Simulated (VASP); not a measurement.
Input of a VASP 6.6.1 run:

Contents of INCAR:

```
SYSTEM = SnO2
ALGO = Normal
EDIFF = 1E-7
ENCUT = 520
ISIF = 2
ISMEAR = -1
LASPH = .TRUE.
LCHARG = .FALSE.
LMIXTAU = .TRUE.
LREAL = .FALSE.
LWAVE = .FALSE.
METAGGA = R2SCAN
NELM = 60
PREC = Accurate
SIGMA = 0.05
```

Contents of KPOINTS:

```
k-points
0
G
  6 6 8
  0 0 0
```

POSCAR

```
SnO2
1.0
    4.7380000000      0.0000000000      0.0000000000
    0.0000000000      4.7380000000      0.0000000000
    0.0000000000      0.0000000000      3.1865000000
Sn O
2 4
Direct
    0.5000000000      0.5000000000      0.5000000000
    0.0000000000      0.0000000000      0.0000000000
    0.8071000000      0.1929000000      0.5000000000
    0.6929000000      0.6929000000      0.0000000000
    0.1929000000      0.8071000000      0.5000000000
    0.3071000000      0.3071000000      0.0000000000
```

Contents of KPOINTS_OPT:

```
path GXMGZRAZ,XR,MA
10
line-mode
reciprocal
 0.0000000000  0.0000000000  0.0000000000  G
 0.0000000000  0.5000000000  0.0000000000  X

 0.0000000000  0.5000000000  0.0000000000  X
 0.5000000000  0.5000000000  0.0000000000  M

 0.5000000000  0.5000000000  0.0000000000  M
 0.0000000000  0.0000000000  0.0000000000  G

 0.0000000000  0.0000000000  0.0000000000  G
 0.0000000000  0.0000000000  0.5000000000  Z

 0.0000000000  0.0000000000  0.5000000000  Z
 0.0000000000  0.5000000000  0.5000000000  R

 0.0000000000  0.5000000000  0.5000000000  R
 0.5000000000  0.5000000000  0.5000000000  A

 0.5000000000  0.5000000000  0.5000000000  A
 0.0000000000  0.0000000000  0.5000000000  Z

 0.0000000000  0.5000000000  0.0000000000  X
 0.0000000000  0.5000000000  0.5000000000  R

 0.5000000000  0.5000000000  0.0000000000  M
 0.5000000000  0.5000000000  0.5000000000  A
```

Potentials or basis: VASP PAW PBE potentials, release 64 (Sn_d, O).

Command:

```sh
$ cat potpaw_PBE.64/Sn_d/POTCAR potpaw_PBE.64/O/POTCAR > POTCAR
$ mpirun -np 1 vasp_std > vasp.out
```

Question: What does it give for the pressure?

Answer: 4.5 GPa.

Question: What does it give for the band gap along the path?

Answer: 1.99 eV, direct.

Question: Estimate the band gap on the k mesh.

Answer: 1.99 eV, direct.

Levels at the corners of the path, in eV from the valence-band top:
| point | band 24 | band 25 | band 26 | band 27 | band 28 | band 29 |
| --- | --- | --- | --- | --- | --- | --- |
| Γ | -0.78 | -0.78 | 0.00 | 1.99 | 6.91 | 7.15 |
| X | -1.16 | -0.64 | -0.64 | 5.17 | 5.17 | 7.88 |
| X | -1.16 | -0.64 | -0.64 | 5.17 | 5.17 | 7.88 |
| M | -1.28 | -0.93 | -0.93 | 5.58 | 5.58 | 8.32 |
| M | -1.28 | -0.93 | -0.93 | 5.58 | 5.58 | 8.32 |
| Γ | -0.78 | -0.78 | 0.00 | 1.99 | 6.91 | 7.15 |
| Γ | -0.78 | -0.78 | 0.00 | 1.99 | 6.91 | 7.15 |
| Z | -1.70 | -1.29 | -1.29 | 7.08 | 7.08 | 10.65 |
| Z | -1.70 | -1.29 | -1.29 | 7.08 | 7.08 | 10.65 |
| R | -1.13 | -0.66 | -0.66 | 7.36 | 7.36 | 8.98 |
| R | -1.13 | -0.66 | -0.66 | 7.36 | 7.36 | 8.98 |
| A | -0.98 | -0.87 | -0.87 | 5.75 | 5.75 | 9.69 |
| A | -0.98 | -0.87 | -0.87 | 5.75 | 5.75 | 9.69 |
| Z | -1.70 | -1.29 | -1.29 | 7.08 | 7.08 | 10.65 |
| X | -1.16 | -0.64 | -0.64 | 5.17 | 5.17 | 7.88 |
| R | -1.13 | -0.66 | -0.66 | 7.36 | 7.36 | 8.98 |
| M | -1.28 | -0.93 | -0.93 | 5.58 | 5.58 | 8.32 |
| A | -0.98 | -0.87 | -0.87 | 5.75 | 5.75 | 9.69 |

Caveat: the PAW data sets were made with another functional, which shifts forces and pressure a little; spin-orbit coupling is left out, which moves the levels of the heavy elements. r2SCAN opens gaps a little over a GGA but as a rule still falls short of measured ones.
